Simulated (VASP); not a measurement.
# Nb (Fm-3m) in VASP: settings compared

The runs below take Nb through relaxation of cell and atoms, with PBEsol, LDA.

Program: VASP 6.6.1. These are calculated values, not measurements. Logs are shortened: lines on timing, memory, paths and dates and some standing lists are left out, and cuts for length are marked.

## 1. The structure

The structure is cubic, space group Fm-3m (No. 225). The conventional cell has a = 4.160 Å, b = 4.160 Å, c = 4.160 Å, α = 90.00°, β = 90.00°, γ = 90.00°. Around Nb (site symmetry m-3m) lie 12 Nb at 2.94 Å.

This isn't the form of Nb at room conditions, which is bcc.

## 2. Relaxation of cell and atoms, PBEsol

INCAR

```
PREC     = Accurate       # precision mode
ENCUT    = 600            # plane-wave cutoff, eV
EDIFF    = 1E-7           # SCF threshold, eV
ISMEAR   = 0              # smearing method
SIGMA    = 0.1            # smearing width, eV
LREAL    = F              # projectors in reciprocal space
LASPH    = T              # aspherical terms in the spheres
NELM     = 60             # most SCF steps
ALGO     = Normal         # electronic algorithm
ISIF     = 3              # what is computed and relaxed
LWAVE    = F              # write WAVECAR
LCHARG   = F              # write CHGCAR
GGA      = PS             # functional
IBRION   = 2              # ionic algorithm
NSW      = 90             # ionic steps
EDIFFG   = -0.005         # ionic threshold
```

KPOINTS

```
Automatic mesh
0
Gamma
  18 18 18
```

POSCAR

```
Nb
1.0
    0.0000000000      2.0800838200      2.0800838200
    2.0800838200      0.0000000000      2.0800838200
    2.0800838200      2.0800838200      0.0000000000
Nb
1
Direct
    0.0000000000      0.0000000000      0.0000000000
```

Potentials or basis: VASP PAW PBE potentials, release 64 (Nb_sv).

Command:

```
> cat potpaw_PBE.64/Nb_sv/POTCAR > POTCAR
> mpirun -np 1 vasp_std > vasp.out
```

OUTCAR:

```text
PREC = Accurate
   ENCUT = 600
   EDIFF = 1E-7
   ISMEAR = 0
   LREAL = F
   LASPH = T
   NELM = 60
   ISIF = 3
   GGA = PS
   IBRION = 2
   NSW = 90
   EDIFFG = -0.005

 ion  position               nearest neighbor table
   1  0.000  0.000  0.000-

  LATTYP: Found a face centered cubic cell.
 ALAT       =     4.1601676400

  Lattice vectors:

 A1 = (   0.0000000000,   2.0800838200,   2.0800838200)
 A2 = (   2.0800838200,   0.0000000000,   2.0800838200)
 A3 = (   2.0800838200,   2.0800838200,   0.0000000000)

Analysis of symmetry for initial positions (statically):
=====================================================================
 Subroutine PRICEL returns:
 Original cell was already a primitive cell.

 Routine SETGRP: Setting up the symmetry group for a
 face centered cubic supercell.

 Subroutine GETGRP returns: Found 48 space group operations
 (whereof 48 operations were pure point group operations)
 out of a pool of 48 trial point group operations.

The static configuration has the point symmetry O_h .

Analysis of symmetry for dynamics (positions and initial velocities):
=====================================================================
 Subroutine PRICEL returns:
 Original cell was already a primitive cell.

 Routine SETGRP: Setting up the symmetry group for a
 face centered cubic supercell.

 Subroutine GETGRP returns: Found 48 space group operations
 (whereof 48 operations were pure point group operations)
 out of a pool of 48 trial point group operations.

The dynamic configuration has the point symmetry O_h .

 Subroutine INISYM returns: Found 48 space group operations
 (whereof 48 operations are pure point group operations),
 and found     1 'primitive' translations

----------------------------------------------------------------------------------------

                                     Primitive cell

  volume of cell :      18.0000

  direct lattice vectors                    reciprocal lattice vectors
     0.000000000  2.080083820  2.080083820    -0.240374929  0.240374929  0.240374929
     2.080083820  0.000000000  2.080083820     0.240374929 -0.240374929  0.240374929
     2.080083820  2.080083820  0.000000000     0.240374929  0.240374929 -0.240374929

  length of vectors
     2.941682749  2.941682749  2.941682749     0.416341589  0.416341589  0.416341589

  position of ions in fractional coordinates (direct lattice)
     0.000000000  0.000000000  0.000000000

  ion indices of the primitive-cell ions
   primitive index   ion index
                 1           1

----------------------------------------------------------------------------------------

 KPOINTS: Automatic mesh

Automatic generation of k-mesh.
 Grid dimensions read from file:
 generate k-points for:   18   18   18

 Generating k-lattice:

  Cartesian coordinates                     Fractional coordinates (reciprocal lattice)
    -0.013354163  0.013354163  0.013354163     0.055555556  0.000000000  0.000000000
     0.013354163 -0.013354163  0.013354163     0.000000000  0.055555556  0.000000000
     0.013354163  0.013354163 -0.013354163     0.000000000  0.000000000  0.055555556

  Length of vectors
     0.023130088  0.023130088  0.023130088

  Shift w.r.t. Gamma in fractional coordinates (k-lattice)
     0.000000000  0.000000000  0.000000000

 Subroutine IBZKPT returns following result:
 ===========================================

 Found    195 irreducible k-points:

 Following reciprocal coordinates:
            Coordinates               Weight
  0.000000  0.000000  0.000000      1.000000
  0.055556  0.000000  0.000000      8.000000
  0.111111  0.000000  0.000000      8.000000
  0.166667  0.000000  0.000000      8.000000
  0.222222  0.000000  0.000000      8.000000
  0.277778  0.000000  0.000000      8.000000
[... 16 lines left out ...]
 -0.277778  0.055556  0.000000     24.000000
 -0.222222  0.055556  0.000000     24.000000
 [... further k-points ...]
   k-points           NKPTS =    195   k-points in BZ     NKDIM =    195   number of bands    NBANDS=     10
   number of dos      NEDOS =    301   number of ions     NIONS =      1
   total plane-waves  NPLWV =  13824
   dimension x,y,z NGX =    24 NGY =   24 NGZ =   24
   dimension x,y,z NGXF=    48 NGYF=   48 NGZF=   48
   ions per type =               1
   NGX,Y,Z   is equivalent  to a cutoff of  13.56, 13.56, 13.56 a.u.
   NGXF,Y,Z  is equivalent  to a cutoff of  27.13, 27.13, 27.13 a.u.
 SYSTEM =  unknown system
   PREC   = accura    normal or accurate (medium, high low for compatibility)
   ISTART =      0    job   : 0-new  1-cont  2-samecut
   ICHARG =      2    charge: 1-file 2-atom 10-const
   ISPIN  =      1    spin polarized calculation?
   LNONCOLLINEAR =      F non collinear calculations
   LSORBIT =      F    spin-orbit coupling
   LASPH  =      T    aspherical Exc in radial PAW
   ENCUT  =  600.0 eV  44.10 Ry    6.64 a.u.   5.88  5.88  5.88*2*pi/ulx,y,z
   NELM   =     60;   NELMIN=  2; NELMDL= -5     # of ELM steps
   EDIFF  = 0.1E-06   stopping-criterion for ELM
   LREAL  =      F    real-space projection
   EDIFFG = -.5E-02   stopping-criterion for IOM
   NSW    =     90    number of steps for IOM
   IBRION =      2    ionic relax: 0-MD 1-quasi-New 2-CG
   NFREE  =      1    steps in history (QN), initial steepest desc. (CG)
   ISIF   =      3    stress and relaxation
   ISYM   =      2    0-nonsym 1-usesym 2-fastsym
   POTIM  = 0.5000    time-step for ionic-motion
   TEBEG  =    0.0;   TEEND  =   0.0 temperature during run
   PSTRESS=    0.0 pullay stress
   NELECT =      13.0000    total number of electrons
   NUPDOWN=      -1.0000    fix difference up-down
   EMIN   =  10.00;   EMAX   =-10.00  energy-range for DOS
   EFERMI =   0.00;   METHOD = LEGACY
   ISMEAR =     0;   SIGMA  =   0.10  broadening in eV -4-tet -1-fermi 0-gaus
   EFERMI_NEDOS =   21; number of points for ismear=-14 and -15
   IALGO  =     38    algorithm
   IMIX   =      4    mixing-type and parameters
     AMIX     =   0.40;   BMIX     =  1.00
     AMIX_MAG =   1.60;   BMIX_MAG =  1.00
  volume/ion in A,a.u.               =      18.00       121.47
  Fermi-wavevector in a.u.,A,eV,Ry     =   1.468808  2.775645 29.353179  2.157398
  Thomas-Fermi vector in A             =   2.584261
   LORBIT       =      0    0 simple, 1 ext, 2 COOP (PROOUT), +10 PAW based schemes
   GGA     = PS    functional components
   LHFCALC =     F    Hartree Fock is set to
   AEXX    =    0.0000 exact exchange contribution
   IVDW    =     0    specifies the selected vdW correction
   LEPSILON=     F    determine dielectric tensor
   LRPA    =     F    only Hartree local field effects (RPA)
 conjugate gradient relaxation of ions
 non-spin polarized calculation
 Gauss-broadening in eV      SIGMA  =   0.10
  energy-cutoff  :      600.00
  volume of cell :       18.00
 maximum number of plane-waves:       620
   NGX = 11   NGY = 11   NGZ = 11

--------------------------------------- Ionic step        1  -------------------------------------------

 number of electron      13.0000000 magnetization

 Free energy of the ion-electron system (eV)
  ---------------------------------------------------
  ext. energy  EPLUGINS =         0.00000000
  ---------------------------------------------------
  free energy    TOTEN  =       -10.60965950 eV

  energy without entropy =      -10.60315699  energy(sigma->0) =      -10.60640825

------------------------ aborting loop because EDIFF is reached ----------------------------------------

  FORCE on cell =-STRESS in cart. coord.  units (eV):
  Direction    XX          YY          ZZ          XY          YZ          ZX
  --------------------------------------------------------------------------------------
  -------------------------------------------------------------------------------------
  Total        0.1168650      0.1168650      0.1168650     -0.0000000     -0.0000000      0.0000000
  in kB       10.4021394     10.4021394     10.4021394     -0.0000000     -0.0000000      0.0000000
  external PRESSURE =      10.4021394 kB  Pullay stress =       0.0000000 kB
[... 55 lines left out ...]
  energy  without entropy=      -10.6022716197  energy(sigma->0) =      -10.60553409

--------------------------------------- Ionic step        3  -------------------------------------------

 number of electron      13.0000000 magnetization

 Free energy of the ion-electron system (eV)
  ---------------------------------------------------
  ext. energy  EPLUGINS =         0.00000000
  ---------------------------------------------------
  free energy    TOTEN  =       -10.60999859 eV

  energy without entropy =      -10.60349299  energy(sigma->0) =      -10.60674579

 E-fermi :  11.3413     XC(G=0): -12.6047

 val. band max:       11.3312640746   @ k =   0.3333   0.1111   0.0000
 cond. band min:      11.3450322312   @ k =  -0.4444   0.2222   0.0000
 fundamental gap:      0.0137681566
 Fermi energy:        11.3413107287

 k-point     1 :       0.0000    0.0000    0.0000
  band No.  band energies     occupation
      1     -43.3186      2.00000
      2     -18.6545      2.00000
      3     -18.6545      2.00000
      4     -18.6545      2.00000
      5       4.9986      2.00000
      6      11.4156      0.29329
      7      11.4156      0.29329
      8      11.4156      0.29329
      9      14.1418      0.00000
     10      14.1418      0.00000
[... 287 lines left out ...]
 k-point    24 :      -0.2222    0.0556    0.0000
  band No.  band energies     occupation
      1     -43.2089      2.00000
      2     -19.3158      2.00000
      3     -18.7823      2.00000
      4     -18.7223      2.00000
      5       6.8581      2.00000
      6      10.5007      2.00000
      7      11.7766      0.00000
      8      11.9004      0.00000
      9      13.7116      0.00000
     10      14.6135      0.00000

 [... further k-points ...]
[... 5 lines left out ...]
  --------------------------------------------------------------------------------------
  -------------------------------------------------------------------------------------
  Total        0.0004351      0.0004351      0.0004351      0.0000000      0.0000000      0.0000000
  in kB        0.0385018      0.0385018      0.0385018      0.0000000      0.0000000      0.0000000
  external PRESSURE =       0.0385018 kB  Pullay stress =       0.0000000 kB
[... 16 lines left out ...]
  FREE ENERGIE OF THE ION-ELECTRON SYSTEM (eV)
  ---------------------------------------------------
  free  energy   TOTEN  =       -10.6099985885 eV

  energy  without entropy=      -10.6034929908  energy(sigma->0) =      -10.60674579

 reached required accuracy - stopping structural energy minimisation
```

Run time: 67 s. Hardware: 1 thread of Intel Xeon Platinum 8259CL at 2.50GHz (Skylake/Cascade Lake), shared host; peak memory 0.18 GiB.

Results:

```
Free energy                            : -10.6100 eV
Relaxed volume                         : 18.11 Å³/atom
Relaxed cell                           : a = 2.947 Å, b = 2.947 Å, c = 2.947 Å, α = 60.00°, β = 60.00°, γ = 60.00°
Space group after relaxing (to 0.05 Å) : Fm-3m (No. 225)
Energy gained by relaxing              : 0.3 meV/atom
Ionic steps                            : 3
Pressure after relaxing                : 0.0 GPa
Band gap on the k mesh                 : none (metal or under the smearing width)
```

Step by step:
```csv
step,energy change (eV),largest force (eV/Å),pressure (GPa),volume (Å³)
1,0.0000,0.0000,1.04,18.00
2,0.0009,0.0000,-1.91,18.31
3,-0.0003,0.0000,0.00,18.11
```

Final structure:
```yaml
crystal:
  lattice:
    - [0.00000, 2.08415, 2.08415]
    - [2.08415, 0.00000, 2.08415]
    - [2.08415, 2.08415, 0.00000]
  atoms:
    - { symbol: Nb, position: [0.00000, 0.00000, 0.00000] }
```

Caveat: the PAW data sets were made with another functional, which shifts forces and pressure a little.

## 3. Relaxation of cell and atoms, LDA

Changes to INCAR since step 2:

```diff
@@ -12,3 +12,2 @@
 LCHARG   = F              # write CHGCAR
-GGA      = PS             # functional
 IBRION   = 2              # ionic algorithm
```

KPOINTS is that of step 2.

POSCAR is that of step 2.

Potentials or basis: VASP PAW LDA potentials, release 64 (Nb_sv).

Command:

```
> cat potpaw_LDA.64/Nb_sv/POTCAR > POTCAR
> mpirun -np 1 vasp_std > vasp.out
```

Run time: 82 s. Hardware: 1 thread of Intel Xeon Platinum 8259CL at 2.50GHz (Skylake/Cascade Lake), shared host; peak memory 0.17 GiB.

The run converged. Its results:

| Property | Result |
| --- | --- |
| Free energy | -10.8948 eV |
| Relaxed volume | 17.72 Å³/atom |
| Relaxed cell | a = 2.926 Å, b = 2.926 Å, c = 2.926 Å, α = 60.00°, β = 60.00°, γ = 60.00° |
| Space group after relaxing (to 0.05 Å) | Fm-3m (No. 225) |
| Energy gained by relaxing | 2.4 meV/atom |
| Ionic steps | 4 |
| Pressure after relaxing | 0.0 GPa |
| Band gap on the k mesh | none (metal or under the smearing width) |

The path:
| step | energy change (eV) | largest force (eV/Å) | pressure (GPa) | volume (Å³) |
| --- | --- | --- | --- | --- |
| 1 | 0.0000 | 0.0000 | -2.78 | 18.00 |
| 2 | 0.0068 | 0.0000 | 5.79 | 17.20 |
| 3 | -0.0024 | 0.0000 | -0.05 | 17.72 |
| 4 | -0.0024 | 0.0000 | 0.03 | 17.72 |

Final structure:
```
Nb
1.0
     0.00000    2.06921    2.06921
     2.06921    0.00000    2.06921
     2.06921    2.06921    0.00000
Nb
1
Direct
  0.00000 0.00000 0.00000
```

Levels at points of the mesh, in eV from the Fermi level:
```csv
k point,band 4,band 5,band 6,band 7,band 8,band 9
"(0.00, 0.00, 0.00)",-29.85,-6.34,0.04,0.04,0.04,2.83
"(0.50, 0.00, 0.00)",-30.04,-4.07,-0.18,-0.18,1.66,5.00
"(0.50, 0.50, 0.00)",-30.37,-4.39,-3.62,3.99,4.96,5.63
```
